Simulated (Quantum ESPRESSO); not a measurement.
CuO under changes of volume

One of the cells (12.473 Å³/atom); the others are scaled copies at fixed shape and fractional positions:

```
Cu O
1.0
     3.42205    0.00000    0.00000
     0.00000    3.42205    0.00000
     0.00000    0.00000    4.26046
Cu O
2 2
Direct
  0.00000 0.50000 0.00000
  0.50000 0.00000 0.50000
  0.00000 0.00000 0.25000
  0.00000 0.00000 0.75000
```

Measurements of this composition are mostly on another form, of space group No. 15.

| Property | Result |
| --- | --- |
| Program | Quantum ESPRESSO 7.5 |
| Functional | PBE |
| Potentials or basis | SSSP 1.3 efficiency PBE |
| Cutoff | 748 eV |
| Density cutoff | 5987 eV |
| k mesh | 8 × 8 × 6 |
| Occupations | fermi-dirac, width 0.05 eV |
| Spin | no spin polarisation |

```tsv
volume (Å³/atom)	energy over the lowest point (meV/atom)	pressure (GPa)
11.725	7.71	5.1
11.974	?	?
12.224	0.00	-0.6
12.473	2.39	-3.0
12.722	8.31	-5.2
12.972	17.39	-7.1
13.221	29.28	-8.8
```

**Question.** What does the run at 11.974 Å³/atom give?

**Answer.** Energy over the lowest point 1.61 meV/atom; pressure 2.1 GPa.

Worked out: A Birch-Murnaghan fit of order 3 (a polynomial in V^(-2/3)) to the other rows has its minimum at 12.19 Å³/atom with B0 = V·E''(V) = 127 GPa and B' = 4.7 at fixed shape and positions, which overstates the stiffness. It gives 1.62 meV/atom at 11.974 Å³/atom, against the run's 1.61, and -dE/dV = 2.4 GPa, against 2.1.

Energies are extrapolated to zero smearing.

Caveats: the run has no spin polarisation, though such a crystal can be magnetic.
